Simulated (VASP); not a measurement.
# LiH (Pm-3m) in VASP: a series of runs

One crystal, LiH, is run at these levels: PBE; tasks: band structure, single point.

Program: VASP 6.6.1. These are calculated values, not measurements. Logs are shortened: lines on timing, memory, paths and dates and some standing lists are left out, and cuts for length are marked.

### 1 The crystal as given

Symmetry: Pm-3m, No. 221, cubic system. The conventional cell has a = 2.507 Å, b = 2.507 Å, c = 2.507 Å, α = 90.00°, β = 90.00°, γ = 90.00°. Li (site symmetry m-3m) has 8 H at 2.17 Å as nearest neighbours. H (site symmetry m-3m) is surrounded by 8 Li at 2.17 Å.

The cell was built by a generator and needn't be a form met in nature.

### 2 Band structure, PBE

The input, INCAR:

```
PREC     = Accurate       # precision mode
ENCUT    = 900            # plane-wave cutoff, eV
EDIFF    = 1E-6           # SCF threshold, eV
ISMEAR   = -1             # smearing method
SIGMA    = 0.05           # smearing width, eV
LREAL    = F              # projectors in reciprocal space
LASPH    = T              # aspherical terms in the spheres
NELM     = 80             # most SCF steps
ALGO     = Normal         # electronic algorithm
ISIF     = 2              # what is computed and relaxed
LWAVE    = F              # write WAVECAR
LCHARG   = F              # write CHGCAR
GGA      = PE             # functional
NBANDS   = 8              # bands
```

The input, KPOINTS:

```
regular mesh
0
Gamma
  11 11 11
```

The input, POSCAR:

```
LiH
1.0
    2.5069900000      0.0000000000      0.0000000000
    0.0000000000      2.5069900000      0.0000000000
    0.0000000000      0.0000000000      2.5069900000
Li H
1 1
Direct
    0.5000000000      0.5000000000      0.5000000000
    0.0000000000      0.0000000000      0.0000000000
```

The input, KPOINTS_OPT:

```
path GXMGRX,MR
20
line-mode
reciprocal
 0.0000000000  0.0000000000  0.0000000000  G
 0.0000000000  0.5000000000  0.0000000000  X

 0.0000000000  0.5000000000  0.0000000000  X
 0.5000000000  0.5000000000  0.0000000000  M

 0.5000000000  0.5000000000  0.0000000000  M
 0.0000000000  0.0000000000  0.0000000000  G

 0.0000000000  0.0000000000  0.0000000000  G
 0.5000000000  0.5000000000  0.5000000000  R

 0.5000000000  0.5000000000  0.5000000000  R
 0.0000000000  0.5000000000  0.0000000000  X

 0.5000000000  0.5000000000  0.0000000000  M
 0.5000000000  0.5000000000  0.5000000000  R
```

Potentials or basis: VASP PAW PBE potentials, release 54 (Li, H).

Command:

```
$ cat potpaw_PBE.54/Li/POTCAR potpaw_PBE.54/H/POTCAR > POTCAR
$ mpirun -np 1 vasp_std > vasp.out
```

OUTCAR:

```text
PREC = Accurate
   ENCUT = 900
   EDIFF = 1E-6
   ISMEAR = -1
   LREAL = F
   LASPH = T
   NELM = 80
   ISIF = 2
   GGA = PE

 ion  position               nearest neighbor table
   1  0.500  0.500  0.500-
   2  0.000  0.000  0.000-

  LATTYP: Found a simple cubic cell.
 ALAT       =     2.5069900000

  Lattice vectors:

 A1 = (   2.5069900000,   0.0000000000,   0.0000000000)
 A2 = (   0.0000000000,   2.5069900000,   0.0000000000)
 A3 = (   0.0000000000,   0.0000000000,   2.5069900000)

Analysis of symmetry for initial positions (statically):
=====================================================================
 Subroutine PRICEL returns:
 Original cell was already a primitive cell.

 Routine SETGRP: Setting up the symmetry group for a
 simple cubic supercell.

 Subroutine GETGRP returns: Found 48 space group operations
 (whereof 48 operations were pure point group operations)
 out of a pool of 48 trial point group operations.

The static configuration has the point symmetry O_h .

Analysis of symmetry for dynamics (positions and initial velocities):
=====================================================================
 Subroutine PRICEL returns:
 Original cell was already a primitive cell.

 Routine SETGRP: Setting up the symmetry group for a
 simple cubic supercell.

 Subroutine GETGRP returns: Found 48 space group operations
 (whereof 48 operations were pure point group operations)
 out of a pool of 48 trial point group operations.

The dynamic configuration has the point symmetry O_h .

 Subroutine INISYM returns: Found 48 space group operations
 (whereof 48 operations are pure point group operations),
 and found     1 'primitive' translations

----------------------------------------------------------------------------------------

                                     Primitive cell

  volume of cell :      15.7564

  direct lattice vectors                    reciprocal lattice vectors
     2.506990000  0.000000000  0.000000000     0.398884718  0.000000000  0.000000000
     0.000000000  2.506990000  0.000000000     0.000000000  0.398884718  0.000000000
     0.000000000  0.000000000  2.506990000     0.000000000  0.000000000  0.398884718

  length of vectors
     2.506990000  2.506990000  2.506990000     0.398884718  0.398884718  0.398884718

[... 81 lines left out ...]
   LREAL  =      F    real-space projection
   EDIFFG = 0.1E-04   stopping-criterion for IOM
   NSW    =      0    number of steps for IOM
   IBRION =     -1    ionic relax: 0-MD 1-quasi-New 2-CG
   NFREE  =      0    steps in history (QN), initial steepest desc. (CG)
   ISIF   =      2    stress and relaxation
   ISYM   =      2    0-nonsym 1-usesym 2-fastsym
   POTIM  = 0.5000    time-step for ionic-motion
   TEBEG  =    0.0;   TEEND  =   0.0 temperature during run
   PSTRESS=    0.0 pullay stress
   NELECT =       2.0000    total number of electrons
   NUPDOWN=      -1.0000    fix difference up-down
   EMIN   =  10.00;   EMAX   =-10.00  energy-range for DOS
   EFERMI =   0.00;   METHOD = LEGACY
   ISMEAR =    -1;   SIGMA  =   0.05  broadening in eV -4-tet -1-fermi 0-gaus
   EFERMI_NEDOS =   21; number of points for ismear=-14 and -15
   IALGO  =     38    algorithm
   IMIX   =      4    mixing-type and parameters
     AMIX     =   0.40;   BMIX     =  1.00
     AMIX_MAG =   1.60;   BMIX_MAG =  1.00
  volume/ion in A,a.u.               =       7.88        53.16
  Fermi-wavevector in a.u.,A,eV,Ry     =   0.822746  1.554764  9.209924  0.676910
  Thomas-Fermi vector in A             =   1.934135
   LORBIT       =      0    0 simple, 1 ext, 2 COOP (PROOUT), +10 PAW based schemes
   GGA     = PE    functional components
   LHFCALC =     F    Hartree Fock is set to
   AEXX    =    0.0000 exact exchange contribution
   IVDW    =     0    specifies the selected vdW correction
   LEPSILON=     F    determine dielectric tensor
   LRPA    =     F    only Hartree local field effects (RPA)
 non-spin polarized calculation
  energy-cutoff  :      900.00
  volume of cell :       15.76
 maximum number of plane-waves:       983
 NGX is ok and might be reduce to    28
   NGX = 13   NGY = 13   NGZ = 13

 number of electron       2.0000000 magnetization

 Free energy of the ion-electron system (eV)
  ---------------------------------------------------
  ext. energy  EPLUGINS =         0.00000000
  ---------------------------------------------------
  free energy    TOTEN  =        -5.64688408 eV

  energy without entropy =       -5.64688386  energy(sigma->0) =       -5.64688397

 E-fermi :   3.4811     XC(G=0):  -8.2837

 val. band max:        2.9223799081   @ k =   0.4545   0.4545   0.4545
 cond. band min:       4.0729344566   @ k =   0.4545   0.0000   0.0000
 fundamental gap:      1.1505545485
 Fermi energy:         3.4811081060

 k-point     1 :       0.0000    0.0000    0.0000
  band No.  band energies     occupation
      1      -5.6111      2.00000
      2      15.1703      0.00000
      3      15.1703      0.00000
      4      15.1703      0.00000
      5      15.6845      0.00000
      6      18.2897      0.00000
      7      18.2897      0.00000
      8      35.3519      0.00000
[... 243 lines left out ...]
 k-point    24 :       0.2727    0.0909    0.0909
  band No.  band energies     occupation
      1      -4.2588      2.00000
      2       7.3682      0.00000
      3      13.3345      0.00000
      4      14.2252      0.00000
      5      18.5667      0.00000
      6      23.3345      0.00000
      7      25.4655      0.00000
      8      28.1638      0.00000

 [... further k-points ...]

------------------------ aborting loop because EDIFF is reached ----------------------------------------

  FORCE on cell =-STRESS in cart. coord.  units (eV):
  Direction    XX          YY          ZZ          XY          YZ          ZX
  --------------------------------------------------------------------------------------
  -------------------------------------------------------------------------------------
  Total        0.0173073      0.0173073      0.0173073     -0.0000000      0.0000000     -0.0000000
  in kB        1.7598769      1.7598769      1.7598769     -0.0000000      0.0000000     -0.0000000
  external PRESSURE =       1.7598769 kB  Pullay stress =       0.0000000 kB

 VOLUME and BASIS-vectors are now :
 -----------------------------------------------------------------------------
  energy-cutoff  :      900.00
  volume of cell :       15.76
      direct lattice vectors                 reciprocal lattice vectors
     2.506990000  0.000000000  0.000000000     0.398884718  0.000000000  0.000000000
     0.000000000  2.506990000  0.000000000     0.000000000  0.398884718  0.000000000
     0.000000000  0.000000000  2.506990000     0.000000000  0.000000000  0.398884718

 POSITION                                       TOTAL-FORCE (eV/Angst)
 -----------------------------------------------------------------------------------
      1.25350      1.25350      1.25350         0.000000      0.000000      0.000000
      0.00000      0.00000      0.00000         0.000000      0.000000      0.000000
 -----------------------------------------------------------------------------------
    total drift:                                0.000000     -0.000000     -0.000000

  FREE ENERGIE OF THE ION-ELECTRON SYSTEM (eV)
  ---------------------------------------------------
  free  energy   TOTEN  =        -5.6468840758 eV

  energy  without entropy=       -5.6468838567  energy(sigma->0) =       -5.64688397
```

stdout:

```text
POSCAR found type information on POSCAR LiH
 POSCAR found :  2 types and       2 ions
 scaLAPACK will be used
 LDA part: xc-table for (Slater+PW92), standard interpolation
 POSCAR, INCAR and KPOINTS ok, starting setup
 FFT: planning ... GRIDC
 FFT: planning ... GRID_SOFT
 FFT: planning ... GRID
 WAVECAR not read
 entering main loop
 Start KPOINTS_OPT (optional k-point list driver)
k-point batch [1-56\120]
k-point batch [57-112\120]
k-point batch [113-120\120]
```

It took 25 s on 1 thread of AMD EPYC 7R13 (Zen 3), shared host; peak memory 0.14 GiB.

Results:

| Property | Result |
| --- | --- |
| Free energy | -5.6469 eV |
| Pressure | 0.2 GPa |
| Band gap along the path | 0.72 eV, indirect (least direct gap 4.22 eV) |

Levels at the corners of the path, in eV from the valence-band top:
| point | band 1 | band 2 | band 3 | band 4 | band 5 |
| --- | --- | --- | --- | --- | --- |
| Γ | -8.81 | 11.98 | 11.98 | 11.98 | 12.49 |
| X | -6.54 | 0.72 | 11.42 | 16.34 | 16.34 |
| X | -6.54 | 0.72 | 11.42 | 16.34 | 16.34 |
| M | -2.65 | 1.57 | 1.57 | 9.07 | 19.69 |
| M | -2.65 | 1.57 | 1.57 | 9.07 | 19.69 |
| Γ | -8.81 | 11.98 | 11.98 | 11.98 | 12.49 |
| Γ | -8.81 | 11.98 | 11.98 | 11.98 | 12.49 |
| R | 0.00 | 6.43 | 6.43 | 6.43 | 8.76 |
| R | 0.00 | 6.43 | 6.43 | 6.43 | 8.76 |
| X | -6.54 | 0.72 | 11.42 | 16.34 | 16.34 |
| M | -2.65 | 1.57 | 1.57 | 9.07 | 19.69 |
| R | 0.00 | 6.43 | 6.43 | 6.43 | 8.76 |

### 3 Band structure, PBE

POSCAR is that of step 2.

The input, INCAR.step1:

```
SYSTEM = LiH
ALGO = Normal
EDIFF = 1E-6
ENCUT = 900
GGA = PE
ISIF = 2
ISMEAR = -1
LASPH = .True.
LCHARG = .True.
LREAL = .False.
LWAVE = .False.
NBANDS = 4
NELM = 80
PREC = Accurate
SIGMA = 0.05
```

The input, KPOINTS.step1:

```
k-points
0
Gamma
  4 4 4
  0 0 0
```

The input, INCAR.step2:

```
SYSTEM = LiH
ALGO = Normal
EDIFF = 1E-6
ENCUT = 900
GGA = PE
ICHARG = 11
ISIF = 2
ISMEAR = 0
LASPH = .True.
LCHARG = .False.
LREAL = .False.
LWAVE = .False.
NBANDS = 4
NELM = 80
PREC = Accurate
SIGMA = 0.05
```

The input, KPOINTS.step2:

```
path GXMGRX,MR
10
line-mode
reciprocal
 0.0000000000  0.0000000000  0.0000000000  G
 0.0000000000  0.5000000000  0.0000000000  X

 0.0000000000  0.5000000000  0.0000000000  X
 0.5000000000  0.5000000000  0.0000000000  M

 0.5000000000  0.5000000000  0.0000000000  M
 0.0000000000  0.0000000000  0.0000000000  G

 0.0000000000  0.0000000000  0.0000000000  G
 0.5000000000  0.5000000000  0.5000000000  R

 0.5000000000  0.5000000000  0.5000000000  R
 0.0000000000  0.5000000000  0.0000000000  X

 0.5000000000  0.5000000000  0.0000000000  M
 0.5000000000  0.5000000000  0.5000000000  R
```

Potentials or basis: VASP PAW PBE potentials, release 64 (Li_sv, H).

Command:

```
$ cat potpaw_PBE.64/Li_sv/POTCAR potpaw_PBE.64/H/POTCAR > POTCAR
$ cp INCAR.step1 INCAR
$ cp KPOINTS.step1 KPOINTS
$ mpirun -np 1 vasp_std > vasp.out
$ cp INCAR.step2 INCAR
$ cp KPOINTS.step2 KPOINTS
$ mpirun -np 1 vasp_std > vasp.out
```

Run time: 9.1 s. Hardware: 1 thread of AMD EPYC 7R13 (Zen 3), shared host; peak memory 0.11 GiB.

These settings aren't checked as converged: the numbers below hold their error.

What came out:

```
Band gap on the k mesh  : 0.64 eV, indirect (least direct gap 4.15 eV)
Band gap along the path : 0.64 eV, indirect (least direct gap 4.15 eV)
```

Caveat: the k mesh is coarse (spacing up to 0.63 Å⁻¹), so the values aren't converged; the log is that of the step along the path at fixed density, whose energy, stress, charges and moments have no meaning.

### 4 Single point, PBE, 7.88 Å³/atom (strain = -0.04)

The input, INCAR:

```
SYSTEM = LiH
PREC     = Accurate       ! precision mode
ENCUT    = 520            ! plane-wave cutoff, eV
EDIFF    = 1E-7           ! SCF threshold, eV
ISMEAR   = -1             ! smearing method
SIGMA    = 0.05           ! smearing width, eV
LREAL    = .False.        ! projectors in reciprocal space
LASPH    = .True.         ! aspherical terms in the spheres
NELM     = 80             ! most SCF steps
ALGO     = Normal         ! electronic algorithm
ISIF     = 2              ! what is computed and relaxed
LWAVE    = .False.        ! write WAVECAR
LCHARG   = .False.        ! write CHGCAR
GGA      = PE             ! functional
NBANDS   = 9              ! bands
```

The input, KPOINTS:

```
regular mesh
0
Gamma
  11 11 11
  0 0 0
```

The input, POSCAR:

```
LiH
1.0
    2.5069900000     -0.0501398000      0.0000000000
   -0.0501398000      2.5069900000      0.0000000000
    0.0000000000      0.0000000000      2.5069900000
Li H
1 1
Direct
    0.5000000000      0.5000000000      0.5000000000
    0.0000000000      0.0000000000      0.0000000000
```

Command:

```
$ cat potpaw_PBE.64/Li_sv/POTCAR potpaw_PBE.64/H/POTCAR > POTCAR
$ mpirun -np 1 vasp_std > vasp.out
```

Wall time 18 s (1 thread of Intel Xeon Platinum 8559C (Emerald Rapids), shared host); peak memory 0.14 GiB.

Results (log left out):

```
Free energy            : -5.6617 eV
Band gap on the k mesh : 1.16 eV, indirect (least direct gap 4.29 eV)
```

Caveat: the cutoff is under 1.25 times the usual one of these potentials, so pressure, stress and relaxed cells hold a basis-set (Pulay) error; an odd mesh through Γ misses points on the zone boundary, where band edges often lie.

### 5 Single point, PBE, 7.88 Å³/atom (strain = -0.02)

INCAR is that of step 4.

KPOINTS is that of step 4.

The input, POSCAR:

```
LiH
1.0
    2.5069900000     -0.0250699000      0.0000000000
   -0.0250699000      2.5069900000      0.0000000000
    0.0000000000      0.0000000000      2.5069900000
Li H
1 1
Direct
    0.5000000000      0.5000000000      0.5000000000
    0.0000000000      0.0000000000      0.0000000000
```

Command:

```
$ cat potpaw_PBE.64/Li_sv/POTCAR potpaw_PBE.64/H/POTCAR > POTCAR
$ mpirun -np 1 vasp_std > vasp.out
```

It took 19 s on 1 thread of Intel Xeon Platinum 8559C (Emerald Rapids), shared host; peak memory 0.13 GiB.

Results (log left out):

```yaml
Free_energy: -5.6605 eV
Band_gap_on_the_k_mesh: 1.15 eV, indirect (least direct gap 4.48 eV)
```

Caveat: the cutoff is under 1.25 times the usual one of these potentials, so pressure, stress and relaxed cells hold a basis-set (Pulay) error; an odd mesh through Γ misses points on the zone boundary, where band edges often lie.
